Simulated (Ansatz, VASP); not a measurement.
# BaZrO3: VASP beside Ansatz

Contents of INCAR:

```
  PREC = Accurate
  ENCUT = 520
  EDIFF = 1E-7
  ISMEAR = -1
  SIGMA = 0.02
  LREAL = F
  LASPH = T
  NELM = 100
  ALGO = Normal
  ISIF = 2
  LWAVE = F
  LCHARG = T
  GGA = PE
  LELF = T
  LVHAR = T
  NBANDS = 28
```

The input KPOINTS:

```
regular mesh
0
Gamma
  6 6 6
```

POSCAR

```
BaZrO3
1.0
    4.2053549142      0.0000000000      0.0000000000
    0.0000000000      4.2053549142      0.0000000000
    0.0000000000      0.0000000000      4.2053549142
Ba Zr O
1 1 3
Direct
    0.0000000000      0.0000000000      0.0000000000
    0.5000000000      0.5000000000      0.5000000000
    0.5000000000      0.5000000000      0.0000000000
    0.5000000000      0.0000000000      0.5000000000
    0.0000000000      0.5000000000      0.5000000000
```

Input for Ansatz:

```yaml
crystal:
  lattice:
    - [4.2053549142, 0.0, 0.0]
    - [0.0, 4.2053549142, 0.0]
    - [0.0, 0.0, 4.2053549142]
  atoms:
    - { symbol: Ba, position: [0.0, 0.0, 0.0] }
    - { symbol: Zr, position: [0.5, 0.5, 0.5] }
    - { symbol: O, position: [0.5, 0.5, 0.0] }
    - { symbol: O, position: [0.5, 0.0, 0.5] }
    - { symbol: O, position: [0.0, 0.5, 0.5] }
kpoints:
  mp_grid: { grid: [6, 6, 6] }
  band_path:
    path: [[0.0, 0.0, 0.0], [0.0, 0.5, 0.0], [0.5, 0.5, 0.0], [0.5, 0.5, 0.5]]
    npoints: 1
hamiltonian:
  xc: pbe
scf:
  occupations: { method: fermi_dirac, width: 0.02 }
  n_extra_bands: 5
output:
  forces: true
  stress: true
  eigenvalues: true
```

The cell was built by a generator and needn't be a form met in nature.

Alike in both runs: task single point; functional PBE; k mesh 6 × 6 × 6; occupations fermi-dirac, width 0.02 eV; no spin polarisation.

```csv
,VASP,Ansatz
version,VASP 6.6.1,Ansatz 0.2.0
potentials or method,"VASP PAW PBE potentials, release 64 (Ba_sv, Zr_sv, O)","plane waves, PAW"
plane-wave cutoff (eV),520,420
valence electrons in the cell,40,40
```

```csv
,VASP,Ansatz,Ansatz less VASP
gap on the k mesh at the Fermi level (eV),3.17,3.22,+0.049
pressure (GPa),3.4,2.4,-1.01
```

With one functional, cell and mesh, what is left measures potentials, basis and numerics.

Caveats: spin-orbit coupling is left out, which moves the levels of the heavy elements. A k mesh can miss the band edges.
